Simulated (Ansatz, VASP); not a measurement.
## MgS in VASP and in Ansatz

```
CELL_PARAMETERS angstrom
0.00000 2.79623 2.79623
2.79623 0.00000 2.79623
2.79623 2.79623 0.00000
ATOMIC_POSITIONS crystal
Mg 0.00000 0.00000 0.00000
S 0.75000 0.75000 0.75000
```

Alike in both runs: functional LDA; k mesh 8 × 8 × 8; occupations gaussian, width 0.02 eV; no spin polarisation.

Ansatz relaxed the structure, and its values are those at the end. VASP's run is a single point on that final structure, the one shown.

|  | VASP | Ansatz |
| --- | --- | --- |
| version | VASP 6.6.1 | Ansatz 0.2.0 |
| potentials or method | VASP PAW LDA potentials, release 64 (Mg, S) | scalar-relativistic, plane waves, PAW |
| plane-wave cutoff (eV) | 520 | 420 |
| valence electrons in the cell | 8 | 16 |

```csv
,VASP,Ansatz,Ansatz less VASP
gap on the k mesh at the Fermi level (eV),3.38,3.37,-0.012
least direct gap on the mesh (eV),3.38,3.37,-0.012
pressure (GPa),-0.3,0.0,+0.34
```

The two sets of potentials don't hold the same shells in valence.

A k mesh can miss the band edges.
